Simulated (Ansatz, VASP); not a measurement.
## HgTe in VASP and in Ansatz

```
Hg Te
1.0
     0.00000    3.25523    3.25523
     3.25523    0.00000    3.25523
     3.25523    3.25523    0.00000
Hg Te
1 1
Direct
  0.00000 0.00000 0.00000
  0.75000 0.75000 0.75000
```

Alike in both runs: functional PBEsol; k mesh 12 × 12 × 12; occupations fermi-dirac, width 0.15 eV; no spin polarisation.

Ansatz relaxed the structure, and its values are those at the end. VASP's run is a single point on that final structure, the one shown.

```csv
,VASP,Ansatz
version,VASP 6.6.1,Ansatz 0.2.0
potentials or method,"VASP PAW PBE potentials, release 64 (Hg, Te)","scalar-relativistic, plane waves, PAW"
plane-wave cutoff (eV),520,420
valence electrons in the cell,18,36
```

Ansatz gave:

* gap on the k mesh at the Fermi level (eV): none
* pressure (GPa): 0.0

**Question.** Estimate VASP's values.

**Answer.** gap on the k mesh at the Fermi level (eV): none; pressure (GPa): 0.1.

A gap of «none» marks a metal or a gap that the smearing closes. The two sets of potentials don't hold the same shells in valence.

Caveats: the PAW data sets were made with another functional, which shifts forces and pressure a little (VASP). The runs have no spin-orbit coupling, so splittings on Hg, Te are missing.
